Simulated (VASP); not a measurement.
# AlN: optical spectrum of independent particles, by functional

AlN, Fm-3m (no. 225), 2 atoms in the cell.

| Functional | ε at zero frequency, electronic | Mean energy of the absorption, weighted by Im ε (eV) | Refractive index at 633 nm | Refractive index at 1064 nm | Direct gap on the mesh (eV) | Time (s) |
|---|---|---|---|---|---|---|
| PBE | 5.35 | 10.66 | 2.36 | 2.33 | 5.40 | 7.3 |
| LDA | 5.42 | 10.57 | 2.37 | 2.34 | 5.50 | 4.2 |
| PBEsol | 5.43 | 10.58 | 2.38 | 2.35 | 5.40 | 4.9 |
| r2SCAN | 4.76 | 11.62 | 2.21 | 2.19 | 6.22 | 21 |
| TB-mBJ | 4.52 | 11.84 | 2.15 | 2.14 | 6.38 | 26 |
| RPBE | 5.31 | 10.72 | 2.35 | 2.32 | 5.42 | 5.3 |

Limits: The 8×8×8 mesh is coarse for a spectrum: peaks stand apart that a denser mesh merges; the pull between electron and hole is left out; rows 1, 2, 3, 4, 6: the onset follows the functional's gap, which semilocal functionals usually make too small.

## Input of the first row

INCAR:
```
SYSTEM = AlN
PREC = Accurate ; ENCUT = 460
ISMEAR = 0 ; SIGMA = 0.02
EDIFF = 1E-7 ; LASPH = .True.
KPAR = 4 ; LWAVE = .True.
LCHARG = .False. ; LOPTICS = .True.
ALGO = Normal ; NBANDS = 20
NEDOS = 2000 ; CSHIFT = 0.1
GGA = PE
```

KPOINTS:
```
k-points
0
Gamma
  8 8 8
```

POSCAR:
```
AlN
1.0
    0.0000000000      2.0345180000      2.0345180000
    2.0345180000      0.0000000000      2.0345180000
    2.0345180000      2.0345180000      0.0000000000
Al N
1 1
Direct
    0.5000000000      0.5000000000      0.5000000000
    0.0000000000      0.0000000000      0.0000000000
```

Commands:
```
cat potpaw_PBE.64/Al/POTCAR potpaw_PBE.64/N/POTCAR > POTCAR
mpirun -np 4 vasp_std > vasp.out
```

Changes of the last row against the first:
```
- GGA = PE
+ GGA = RP
```

VASP 6.6.1 took 7.3 s on 4 cores (AMD EPYC 9R45 (Zen 5)), a shared host.
